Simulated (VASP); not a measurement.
# Settings for Ba: self-consistent run

Ba, P6/mmm (no. 191), 1 atom in the cell. RPBE; PAW potentials Ba_sv (PBE set). VASP 6.6.1.

Wanted: stress within 1 GPa.

What the run is for: stress; Accuracy asked: screening.

POSCAR:
```
Ba
1.0
    4.3116136979      0.0000000000      0.0000000000
   -2.1558068490      3.7339669937      0.0000000000
    0.0000000000      0.0000000000      3.9525474330
Ba
1
Direct
    0.0000000000      0.0000000000      0.0000000000
```

The series start from Plane-wave cutoff (eV): 240; Smearing width (eV): 0.07; k-point mesh: 10 × 10 × 9; Precision mode (PREC): Accurate; Electronic threshold (eV): 1e-6; Bands in all (NBANDS): 14; Aspherical gradient terms in the spheres (LASPH): yes; Electronic algorithm: ALGO=Normal; Delay and inner steps: defaults; Support grid and gradient cutoff: ADDGRID=False GGA_COMPAT=False. Each series keeps the choices made before it, and each single choice may use up half of a tolerance.

## Plane-wave cutoff (eV)

| Plane-wave cutoff (eV) | Stress, largest deviation (GPa) | SCF iterations | Time (s) |
|---|---|---|---|
| 150 | 0.9 | 11 | 8.2 |
| 180 | 0.1 | 11 | 12 |
| 210 | 0.1 | 11 | 12 |
| 240 | 0.1 | 11 | 15 |
| 280 | 0.0 | 12 | 19 |
| 320 | 0.0 | 10 | 23 |
| 390 | 0.0 | 12 | 30 |
| 490 | 0.0 | 11 | 46 |
| 600 (reference) | 0.0 | 11 | 53 |

## Smearing width (eV)

| Smearing width (eV) | Stress, largest deviation (GPa) | SCF iterations | Time (s) |
|---|---|---|---|
| 0.3 | 0.1 | 11 | 12 |
| 0.2 | 0.1 | 11 | 12 |
| 0.15 | 0.0 | 11 | 12 |
| 0.1 | 0.0 | 11 | 12 |
| 0.07 | 0.0 | 11 | 12 |
| 0.04 (reference) | 0.0 | 11 | 12 |

## k-point mesh

| k-point mesh | Stress, largest deviation (GPa) | SCF iterations | Time (s) |
|---|---|---|---|
| 3 × 3 × 3 | 0.2 | 11 | 2.7 |
| 4 × 4 × 4 | 0.2 | 11 | 3.3 |
| 5 × 5 × 5 | 0.0 | 11 | 3.6 |
| 7 × 7 × 6 | 0.1 | 11 | 6.1 |
| 8 × 8 × 8 | 0.0 | 11 | 8.8 |
| 10 × 10 × 9 | 0.0 | 11 | 12 |
| 12 × 12 × 11 | 0.0 | 11 | 18 |
| 14 × 14 × 13 (reference) | 0.0 | 11 | 28 |

## Precision mode (PREC)

| Precision mode (PREC) | Stress, largest deviation (GPa) | SCF iterations | Time (s) |
|---|---|---|---|
| Low | 0.1 | 11 | 2.0 |
| SingleN | 0.1 | 12 | 2.3 |
| Normal | 0.0 | 11 | 2.2 |
| Accurate (reference) | 0.0 | 11 | 2.7 |

## Electronic threshold (eV)

| Electronic threshold (eV) | Stress, largest deviation (GPa) | SCF iterations | Time (s) |
|---|---|---|---|
| 0.001 | 0.0 | 8 | 2.2 |
| 0.0001 | 0.1 | 9 | 1.9 |
| 1e-5 | 0.0 | 10 | 2.0 |
| 1e-6 | 0.0 | 11 | 2.0 |
| 1e-7 | 0.0 | 13 | 2.2 |
| 1e-8 (reference) | 0.0 | 17 | 2.6 |

## Bands in all (NBANDS)

| Bands in all (NBANDS) | Stress, largest deviation (GPa) | SCF iterations | Time (s) |
|---|---|---|---|
| 6 | 0.0 | 8 | 1.4 |
| 7 | 0.0 | 8 | 1.4 |
| 9 | 0.0 | 8 | 1.4 |
| 11 | 0.0 | 8 | 2.0 |
| 14 | 0.0 | 8 | 2.2 |
| 23 (reference) | 0.0 | 8 | 2.2 |

## Aspherical gradient terms in the spheres (LASPH)

| Aspherical gradient terms in the spheres (LASPH) | Stress, largest deviation (GPa) | SCF iterations | Time (s) |
|---|---|---|---|
| yes | 0.0 | 8 | 1.4 |
| no | 0.0 | 8 | 1.0 |

## Electronic algorithm

| Electronic algorithm | Stress, largest deviation (GPa) | SCF iterations | Time (s) |
|---|---|---|---|
| ALGO=Normal | 0.0 | 8 | 1.4 |
| ALGO=Fast | 0.1 | 8 | 1.6 |
| ALGO=VeryFast | 0.5 | 15 | 1.7 |
| ALGO=All ISEARCH=1 | 0.3 | 8 | 1.6 |
| ALGO=All ISEARCH=0 | 0.3 | 8 | 1.9 |
| ALGO=Damped TIME=0.4 | 0.0 | 13 | 2.3 |
| ALGO=Damped TIME=0.1 | 0.3 | 13 | 2.3 |

## Delay and inner steps

| Delay and inner steps | Stress, largest deviation (GPa) | SCF iterations | Time (s) |
|---|---|---|---|
| defaults | 0.0 | 8 | 1.4 |
| NELMDL=-2 | 0.1 | 7 | 1.8 |
| NELMDL=-8 | 0.0 | 11 | 1.5 |
| NELMDL=-12 | 0.0 | 15 | 1.5 |
| NRMM=2 | 0.1 | 8 | 1.8 |
| NRMM=6 | 0.0 | 8 | 1.8 |
| WEIMIN=0.001 | 0.0 | 8 | 1.6 |

## Support grid and gradient cutoff

| Support grid and gradient cutoff | Stress, largest deviation (GPa) | SCF iterations | Time (s) |
|---|---|---|---|
| ADDGRID=False GGA_COMPAT=False | 0.0 | 8 | 1.4 |
| ADDGRID=True GGA_COMPAT=False | 0.1 | 8 | 1.4 |
| ADDGRID=False GGA_COMPAT=True | 0.0 | 8 | 1.3 |

## Question

The rows run from the loosest to the tightest (no order: aspherical gradient terms in the spheres, electronic algorithm, delay and inner steps, support grid and gradient cutoff). For each series: choose the loosest value from which every tighter one stays within half of the tolerance; where there is no order, keep the first row unless others stay within half of the tolerance and take at least 30 % less time, and then take the fastest.

## Answer

- Plane-wave cutoff (eV): 180
- Smearing width (eV): 0.3
- k-point mesh: 3 × 3 × 3
- Precision mode (PREC): Low
- Electronic threshold (eV): 0.001
- Bands in all (NBANDS): 6
- Aspherical gradient terms in the spheres (LASPH): yes
- Electronic algorithm: ALGO=Normal
- Delay and inner steps: defaults
- Support grid and gradient cutoff: ADDGRID=False GGA_COMPAT=False

## All choices together

| Input | Stress, largest deviation (GPa) | Time (s) |
|---|---|---|
| the program's defaults (naive) | 0.3 | 1.3 |
| chosen settings | 0.3 | 1.4 |
| reference settings throughout | 0.0 | 246 |

The tolerance is met.

Values of the reference run: Stress: 0.4802, 0, 0, 0, 0.4802, 0, 0, 0, 0.6885 GPa.

## The input

INCAR:
```
SYSTEM = Ba
  GGA = RP
  ISMEAR = 0
  SIGMA = 0.3
  LWAVE = .FALSE.
  LCHARG = .FALSE.
  ISIF = 2
  PREC = Low
  LASPH = .TRUE.
  LREAL = .FALSE.
  ALGO = Normal
  EDIFF = 0.001
  NELM = 120
  GGA_COMPAT = .FALSE.
  ENCUT = 180
  NBANDS = 6
  ADDGRID = .FALSE.
```

KPOINTS:
```
Automatic mesh
0
Gamma
  3 3 3
  0 0 0
```

Commands:
```
cat potpaw_PBE.64/Ba_sv/POTCAR > POTCAR
mpirun -np 1 vasp_std > vasp.out
```

The naive input happens to agree within the tolerance here, in 1.3 s.

The chosen input took VASP 6.6.1 1.4 s on 1 core (AMD EPYC 7R43 (Zen 3)), a shared host.

## An input that fails: one k point for a small cell

It runs to its end, but against the unchanged starting input it is off by 8.1 GPa in the stress.

k mesh: 10 × 10 × 9 becomes 1 × 1 × 1.

Changes against the starting input:
```
- NELM = 120
+ NELM = 58
```
